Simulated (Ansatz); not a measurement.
Map of one atom of the cell for InN (wurtzite)

Relaxed InN (wurtzite):

```xyz
4
Lattice="3.5805 0.0000 0.0000 -1.7903 3.1008 0.0000 0.0000 0.0000 5.7878" Properties=species:S:1:pos:R:3 pbc="T T T"
In     1.7903     1.0336     2.9053
In     0.0000     2.0672     0.0114
N      1.7903     1.0336     0.7132
N      0.0000     2.0672     3.6071
```

Two-dimensional scan of atom 4 (N, nearest neighbour In at 2.183 Å; its periodic images, 3.6 Å or more away, move with it): u runs along (1.000, 0.000, 0.000), v along (0.000, 1.000, 0.000) (Cartesian). Cell and other atoms are fixed.

Method: PBE (plane waves to 420 eV, PAW, scalar-relativistic; Ansatz, a quantum-chemistry and plane-wave program). k mesh 9×9×5 (Γ-centred), Fermi-Dirac smearing 0.05 eV. Energies are smeared free energies. Points where atoms come too close for the PAW data are left out (x in tables, blank in figures). With partly filled bands, energies and forces of such displacements shift with the k mesh and the smearing. Fu and Fv are the components of the force on the atom. At this level the bands of InN touch or barely overlap; measurements give the solid a gap. InN was relaxed with its symmetry unable to fall. The zero of ΔE is the undisplaced structure. Axes are in Å.

ΔE (eV/cell), with u across and v down:

```tsv
v \ u	-0.550	-0.367	-0.183	0.000	0.183	0.367	0.550
-0.550	x	3.151	1.318	0.777	1.318	3.151	x
-0.367	x	2.183	0.828	0.423	0.828	2.183	x
-0.183	3.115	1.313	0.403	0.129	0.403	1.313	3.115
0.000	1.770	0.703	0.163	0.000	0.163	0.703	1.770
0.183	1.030	0.511	0.266	0.196	0.266	0.511	1.030
0.367	1.017	0.948	0.973	0.995	0.973	0.948	1.017
0.550	1.956	2.391	2.760	2.904	2.760	2.391	1.956
```

Fv (eV/Å), with u across and v down:

```csv
v \ u,-0.550,-0.367,-0.183,0.000,0.183,0.367,0.550
-0.550,x,5.21,2.66,1.95,2.66,5.21,x
-0.367,x,5.17,2.59,1.85,2.59,5.17,x
-0.183,8.77,4.17,1.93,1.27,1.93,4.17,8.77
0.000,5.79,2.34,0.55,0.00,0.55,2.34,5.79
0.183,2.19,-0.42,-1.90,-2.38,-1.90,-0.42,2.19
0.367,-2.24,-4.67,-6.23,-6.77,-6.23,-4.67,-2.24
0.550,-8.41,-11.69,-14.02,-14.88,-14.02,-11.69,-8.41
```

Read from the data:

```
Property                                                                                                       Value
-----------------------------------------------------------------------------  -------------------------------------
Principal force constants in the plane (five-point differences of the forces)                   9.4 eV/Å², isotropic
Centre of the map                                                                                          a minimum
Lowest place on the grid                                                       u = 0.000 Å, v = 0.000 Å (0 meV/cell)
```

(A displaced cell: forces are minus the slopes of the energy, force constants its curvatures, and phonons follow from these.)
